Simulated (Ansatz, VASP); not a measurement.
# Cross-check of AgCl between VASP and Ansatz

Aim: how closely do two programs agree when they are given the same cell, functional and k mesh?

Calculated with Ansatz 0.2.0; plane waves, with VASP 6.6.1 beside it; single point at PBEsol.

## 1. Starting point

It takes space group Fm-3m (No. 225, cubic). The conventional cell has a = 5.545 Å, b = 5.545 Å, c = 5.545 Å, α = 90.00°, β = 90.00°, γ = 90.00°. Nearest to Ag lie 6 Cl at 2.77 Å. Nearest to Cl lie 6 Ag at 2.77 Å. Farther neighbours and most contacts between anions are not listed.

Coordinates:

```xyz
2
Lattice="0.0000 2.7727 2.7727 2.7727 0.0000 2.7727 2.7727 2.7727 0.0000" Properties=species:S:1:pos:R:3 pbc="T T T"
Ag    0.0000    0.0000    0.0000
Cl    2.7727    2.7727    2.7727
```

## 2. VASP: single point, PBEsol

A single point gives forces, pressure and levels at one fixed geometry, so differences don't come from the geometry; what else differs is listed under the comparison.

Lines of VASP's logs that name or quote its potential files are left out, and so is its time.

Input file INCAR:

```
SYSTEM = AgCl
PREC = Accurate
ENCUT = 400
EDIFF = 1E-05
NELM = 100
ISMEAR = 0
SIGMA = 0.05
LREAL = .FALSE.
ALGO = Normal
GGA = PS
NBANDS = 15
LASPH = .TRUE.
LORBIT = 11
LWAVE = .FALSE.
LCHARG = .FALSE.
KPAR = 4
```

Input file POSCAR:

```
AgCl
1.0
    0.0000000000      2.7726629968      2.7726629968
    2.7726629968      0.0000000000      2.7726629968
    2.7726629968      2.7726629968      0.0000000000
Ag Cl
1 1
Direct
    0.0000000000      0.0000000000      0.0000000000
    0.5000000000      0.5000000000      0.5000000000
```

Input file KPOINTS:

```
Automatic mesh
0
Gamma
6 6 6
0 0 0
```

Potentials, in the order of the species: Ag and Cl (PBE family, release 64).

Command:

```console
$ mpirun -np 4 vasp_std
```

Numbers of over 12 decimals in the logs are rounded to 6 here.

The program printed:

```text
[banner, memory and clock lines left out]
running    4 mpi-ranks, on    1 nodes
 distrk:  each k-point on    1 cores,    4 groups
 distr:  one band on    1 cores,    1 groups

 POSCAR found type information on POSCAR AgCl
 POSCAR found :  2 types and       2 ions
|                                                                             |
|               ----> ADVICE to this user running VASP <----                  |
|                                                                             |
|     You enforced a specific xc type in the INCAR file but a different       |
|     [... a line on the potential file left out ...]
|     I HOPE YOU KNOW WHAT YOU ARE DOING!                                     |
|                                                                             |

 LDA part: xc-table for (Slater+PW92), standard interpolation
 POSCAR, INCAR and KPOINTS ok, starting setup
 FFT: planning ... GRIDC
 FFT: planning ... GRID_SOFT
 FFT: planning ... GRID
 WAVECAR not read
 entering main loop
       N       E                     dE             d eps       ncg     rms          rms(c)
DAV:   1     0.816446991344E+02    0.81645E+02   -0.74785E+03   504   0.876E+02
DAV:   2    -0.341662484184E+01   -0.85061E+02   -0.77834E+02   599   0.203E+02
DAV:   3    -0.618666540652E+01   -0.27700E+01   -0.27639E+01   585   0.392E+01
DAV:   4    -0.620599831567E+01   -0.19333E-01   -0.19331E-01   620   0.357E+00
DAV:   5    -0.620625418724E+01   -0.25587E-03   -0.25587E-03   564   0.398E-01    0.642E+00
DAV:   6    -0.604606473035E+01    0.16019E+00   -0.30457E-01   630   0.745E+00    0.416E+00
DAV:   7    -0.604332454452E+01    0.27402E-02   -0.68753E-02   543   0.182E+00    0.195E+00
DAV:   8    -0.604192892435E+01    0.13956E-02   -0.42565E-03   592   0.692E-01    0.293E-01
DAV:   9    -0.604189688966E+01    0.32035E-04   -0.38853E-04   613   0.280E-01    0.542E-02
DAV:  10    -0.604192748211E+01   -0.30592E-04   -0.54963E-05   521   0.654E-02    0.117E-02
DAV:  11    -0.604192907162E+01   -0.15895E-05   -0.10641E-06   366   0.855E-03
   1 F= -.60419291E+01 E0= -.60419291E+01  d E =-.622898E-13
```

OUTCAR, selected parts (step 2):

```text
ion  position               nearest neighbor table
   1  0.000  0.000  0.000-   2 2.77   2 2.77   2 2.77   2 2.77   2 2.77   2 2.77
   2  0.500  0.500  0.500-   1 2.77   1 2.77   1 2.77   1 2.77   1 2.77   1 2.77

  LATTYP: Found a face centered cubic cell.
 ALAT       =     5.5453259936

 Subroutine GETGRP returns: Found 48 space group operations
 (whereof 48 operations were pure point group operations)

The static configuration has the point symmetry O_h .

 Found     16 irreducible k-points:

   k-points           NKPTS =     16   k-points in BZ     NKDIM =     16   number of bands    NBANDS=     15

   dimension x,y,z NGX =    28 NGY =   28 NGZ =   28
   dimension x,y,z NGXF=    56 NGYF=   56 NGZF=   56

   ENCUT  =  400.0 eV  29.40 Ry    5.42 a.u.   6.39  6.39  6.39*2*pi/ulx,y,z

   NELECT =      18.0000    total number of electrons

 k-points in reciprocal lattice and weights: Automatic mesh
   0.00000000  0.00000000  0.00000000       0.005
   0.16666667  0.00000000  0.00000000       0.037
   0.33333333  0.00000000  0.00000000       0.037
   0.50000000  0.00000000  0.00000000       0.019
   0.16666667  0.16666667  0.00000000       0.028
   0.33333333  0.16666667  0.00000000       0.111
   0.50000000  0.16666667  0.00000000       0.111
  -0.33333333  0.16666667  0.00000000       0.111
  -0.16666667  0.16666667  0.00000000       0.056
[...]
-0.33333333  0.33333333  0.16666667       0.111
  -0.33333333  0.50000000  0.16666667       0.056

 average (electrostatic) potential at core
       1 -73.0747       2 -91.7111

 E-fermi :   3.9633

 k-point     1 :       0.0000    0.0000    0.0000
  band No.  band energies     occupation
    ...
      5       1.2830      2.00000
      6       1.2830      2.00000
      7       1.3862      2.00000
      8       1.3862      2.00000
      9       1.3862      2.00000
     10       4.4493      0.00000
     11      14.4653      0.00000
     12      14.4653      0.00000
     13      14.4653      0.00000
     14      15.8027      0.00000
    ...

 k-point     2 :       0.1667    0.0000    0.0000
  band No.  band energies     occupation
    ...
      5       1.3363      2.00000
      6       1.3363      2.00000
      7       1.5796      2.00000
      8       2.4080      2.00000
      9       2.4080      2.00000
     10       5.6153      0.00000
     11      12.4515      0.00000
     12      13.7241      0.00000
     13      13.7241      0.00000
     14      15.6000      0.00000
    ...

 k-point     3 :       0.3333    0.0000    0.0000
  band No.  band energies     occupation
    ...
      5       1.5227      2.00000
      6       1.5227      2.00000
      7       1.8005      2.00000
      8       3.3306      2.00000
      9       3.3306      2.00000
     10       7.2491      0.00000
     11      10.6053      0.00000
     12      11.9772      0.00000
     13      11.9772      0.00000
     14      16.2626      0.00000
    ...

  Total       -0.7597731     -0.7597731     -0.7597731      0.0000000     -0.0000000      0.0000000
  in kB      -28.5544117    -28.5544117    -28.5544117      0.0000000     -0.0000000      0.0000000
  external PRESSURE =     -28.5544117 kB  Pullay stress =       0.0000000 kB

  energy-cutoff  :      400.00
  volume of cell :       42.63
      direct lattice vectors                 reciprocal lattice vectors
     0.000000000  2.772662997  2.772662997    -0.180332049  0.180332049  0.180332049
     2.772662997  0.000000000  2.772662997     0.180332049 -0.180332049  0.180332049
     2.772662997  2.772662997  0.000000000     0.180332049  0.180332049 -0.180332049

 POSITION                                       TOTAL-FORCE (eV/Angst)
 -----------------------------------------------------------------------------------
      0.00000      0.00000      0.00000         0.000000      0.000000      0.000000
      2.77266      2.77266      2.77266        -0.000000     -0.000000     -0.000000
 -----------------------------------------------------------------------------------
    total drift:                                0.000000      0.000000      0.000000

  FREE ENERGIE OF THE ION-ELECTRON SYSTEM (eV)
  ---------------------------------------------------
  free  energy   TOTEN  =        -6.0419290716 eV

  energy  without entropy=       -6.0419290716  energy(sigma->0) =       -6.04192907

 total charge
# of ion       s       p       d       tot
------------------------------------------
    1        0.202   0.142   9.359   9.703
    2        1.593   3.431   0.000   5.024
--------------------------------------------------
tot          1.795   3.573   9.359  14.728

[... 3 further parts left out ...]
```

The run ends at a pressure of -2.86 GPa.

## 3. Ansatz: single point, PBEsol

Ansatz runs on its default PAW (the set named soft_2) files.

The same cell, functional, mesh and smearing now go to Ansatz, which takes its cutoff from its data sets.

Input file input.yaml:

```yaml
crystal:
  lattice:
    - [0.0, 2.7726629968, 2.7726629968]
    - [2.7726629968, 0.0, 2.7726629968]
    - [2.7726629968, 2.7726629968, 0.0]
  atoms:
    - { symbol: Ag, position: [0.0, 0.0, 0.0] }
    - { symbol: Cl, position: [0.5, 0.5, 0.5] }
hamiltonian:
  xc: pbesol
  pseudopotentials: { kind: paw }
kpoints:
  mp_grid: { grid: [6, 6, 6] }
scf:
  occupations: { method: gaussian, width: 0.05 }
  n_extra_bands: 4
output:
  forces: true
  stress: true
  eigenvalues: true
```

Command:

```console
$ ansatz run input.yaml --threads 2 --pin off --max-ram 4608MiB --backend cpu --events-out ev --progress --plain --runs-dir out
```

The program printed:

```text
scf.n_extra_bands = 4 over 13 filled bands (N_el = 26.0): the run solves 17 bands
Engine: ansatz 0.2.0, aarch64-unknown-linux-gnu
Pseudopotentials: kind: paw
Pseudopotential: Ag, paw, valence charge 19, recommended cutoff 420 eV (normal), Ag.paw.azcp
Pseudopotential: Cl, paw, valence charge 7, recommended cutoff 420 eV (normal), Cl.paw.azcp
Functional definition: PBEsol
  exchange = pbesol_x
  correlation = pbesol_c
Crystal: 2 atoms, lattice volume = 42.631 Å³
Basis set: ecut = 420 eV, 869 PW (Γ), exchange–correlation on 54×54×54 points (8 copies of the dense FFT grid, shifted against one another)
Bands: 17, of which v1, the nominal top of the filled ones, is band 13 counted from 1 (12 counted from 0)
Symmetry: 48 space group operations
Space group: Fm-3m (ITA 225), of the structure as read, at distance tolerance 3.5e-5 Å
k-points: 16 of 216
Non-local potential: Ag, projectors of the file, l = 0: 3, l = 1: 2, l = 2: 2, l = 3: 1
Non-local potential: Cl, projectors of the file, l = 0: 2, l = 1: 2, l = 2: 2
PAW form: soft (Blöchl's): semilocal exchange-correlation on the pseudo side does not see the compensation charge
PAW frozen core: Ag, regenerated for the run's functional, and the local potential with it (the file was generated under x = pbe(κ = 0.804, μ = 0.219515), c = pbe(β = 0.066725))
PAW frozen core: Cl, regenerated for the run's functional, and the local potential with it (the file was generated under x = pbe(κ = 0.804, μ = 0.219515), c = pbe(β = 0.066725))
PAW one-centre angular grid: Ag, 590 points (default); XC on 64 Gauss nodes
PAW one-centre angular grid: Cl, 110 points (default); XC on 64 Gauss nodes
Initial density: superposition of atomic densities (neutral atoms: chi_scale 0, normalization atom), corrected by the library's trained network
Initial wavefunctions: pseudopotential atomic-orbital guess
Functional: x = pbesol(κ = 0.804, μ = 0.123457), c = pbesol(β = 0.046)
SCF iter   1: F=—  HF=-8583.793000 eV  |F-HF|=—  |Δ(HF+E_count)|=         —  Δρ=7.38e-3  dr2=2.54e-2  ethr=1.77e-3  ⟨swp⟩=5.4  Hψ=1266  notcnv=0
preconditioner: auto → none  [insulator: Δε(μ)=0.639 eV  Ē_g=10.753 eV  σ=0.050 eV  W_gap=1.00  n_scr=14 (ndim 8)  ℏωp=24.1 eV  f_vac=0.036  D(μ)=0.00/eV (n_scr^D=0)  ε∞_Penn≈6.0]
SCF iter   2: F=—  HF=-8583.785574 eV  |F-HF|=—  |Δ(HF+E_count)|=   7.43e-3  Δρ=2.18e-3  dr2=9.42e-4  ethr=9.77e-5  ⟨swp⟩=2.1  Hψ=588  notcnv=0
SCF iter   3: F=—  HF=-8583.785318 eV  |F-HF|=—  |Δ(HF+E_count)|=   2.56e-4  Δρ=8.12e-4  dr2=1.76e-4  ethr=3.62e-6  ⟨swp⟩=2.0  Hψ=462  notcnv=0
SCF iter   4: F=—  HF=-8583.785289 eV  |F-HF|=—  |Δ(HF+E_count)|=   2.94e-5  Δρ=3.61e-4  dr2=3.32e-5  ethr=6.78e-7  ⟨swp⟩=2.1  Hψ=369  notcnv=0
SCF iter   5: F=—  HF=-8583.785280 eV  |F-HF|=—  |Δ(HF+E_count)|=   9.01e-6  Δρ=3.49e-5  dr2=3.34e-7  ethr=1.28e-7  ⟨swp⟩=2.7  Hψ=463  notcnv=0
SCF iter   6: F=-8583.785280 eV  HF=-8583.785280 eV  |F-HF|=3.11e-9  |Δ(HF+E_count)|=   6.51e-8  Δρ=4.55e-6  dr2=7.10e-9  ethr=3.85e-10  ⟨swp⟩=5.2  Hψ=1180  notcnv=0
SCF 1 converged in 6 iterations: F = -8583.785280 eV  dr2 = 7.10e-9
  greatest PAW one-centre occupation: 1.001 electrons in one spin orbital (limit 2), on the Ag atom at site 0 (counted from 0), in its partial waves of l = 0
SCF converged after 6 iterations
Free energy (F): -8583.785280 eV
Harris-Foulkes:  -8583.785280 eV  (|F-HF|=3.11e-9)
Internal energy: -8583.785280 eV  (E = F + TS)
E sigma→0 (E₀):  -8583.785280 eV
Fermi energy:    8.375194 eV
--- Per-component energies (eV) ---
  E_band       = -361.301192
  E_kinetic    = 688.025303
  E_local      = -3209.150783  (includes V_loc(G=0)·N_el)
  E_nonlocal   = 115.712622
  E_hartree    = 1405.148670
  E_xc         = -287.007213
  E_vxc        = -352.219708  (∫ρ·V_xc dr)
  E_paw        = -4479.915200  (= ΣΔE_a)
  E_vpaw       = -413.972095  (= ΣTr[D̂ρ^β])
  E_aug_tail   = 0.000392  (compensation charges beyond the density's cutoff)
  E_ewald      = -2817.000242
  E_core_change = 0.401171  (= ΣΔE_core)
  E_smearing   = -0.000000  (= −TS)
  E_closure    = -0.000000  (closes the sum)
  Σ components = -8583.785280   (vs F -8583.785280, Δ=0.00e0)
--- Forces (eV/Å), atoms counted from 1 ---
  atom   1  Ag    -0.00000000     0.00000000     0.00000000
  atom   2  Cl     0.00000000    -0.00000000     0.00000000
  max |Σ_I F_I| component: 2.50e-30 eV/Å
--- Stress (GPa, compression-positive) ---
       -2.610498      -0.000000      -0.000000
       -0.000000      -2.610498      -0.000000
        0.000000       0.000000      -2.610498
  P = ⅓ Tr σ = -2.6105 GPa (-26.105 kbar)
--- Band table (eV; the first three rows and the last of 16) ---
  k-point 0: bands = [... 9 lower, 5.5662, 5.6747, 5.6747, 5.6747, 8.7377, 18.5780, 18.5780, 18.5780]
  k-point 1: bands = [... 9 lower, 5.6207, 5.8650, 6.6936, 6.6936, 9.9033, 16.6721, 17.8992, 17.8992]
  k-point 2: bands = [... 9 lower, 5.8072, 6.0855, 7.6155, 7.6155, 11.5335, 14.8703, 16.1848, 16.1848]
  k-point 15: bands = [... 9 lower, 6.0126, 6.0274, 6.0506, 6.6663, 11.4491, 15.6029, 15.9922, 16.7592]
```

Wall time 0.51 s (2 threads of Arm Neoverse V2, shared host); peak memory 0.28 GiB.

The column dr2 measures how far the density is from self-consistency, as an energy; F and HF (Harris–Foulkes) agree once it is small.

The run ends at a pressure of -2.61 GPa.

## 4. Differences

Known differences besides the potentials themselves: the data sets hold 26 valence electrons in Ansatz (default PAW (the set named soft_2) files) and 18 in VASP; the cutoff is 420 eV in Ansatz and 400 eV in VASP; Ansatz makes its cores anew for this functional, VASP keeps those of its PBE data sets. Total energies have different zeros and are not compared.

The two programs side by side:

```
              quantity  Ansatz   VASP  difference
        pressure (GPa)   -2.61  -2.86       +0.24
gap on the k mesh (eV)   0.732  0.729      +0.003
```

A gap on the mesh is an upper bound, since the band edges may lie between its points.

## 5. Outcome

```yaml
difference_in_gap_on_the_k_mesh_single_point_pbesol: 0.0035 eV
```

What this shows: The difference in gap on the k mesh is 0.0035 eV (single point, PBEsol), within the 0.08 eV picked in this series as the mark of a large difference. Such differences can come from data sets, numerical settings and the points named under the comparisons, not from the functional's error against experiment.

[Lines on the potential files, build, host, timing and source positions are cut from VASP's logs without a mark.]

[Logs are printed without paths, hosts, clocks, repeated set-up lines and the standing remarks that a program may print on its own settings, such as how far it seeks lower states.]

[Hosts, paths, dates, database ids (printed as entryN), source tags and the programs' standing remarks are cut or masked in the printed files.]
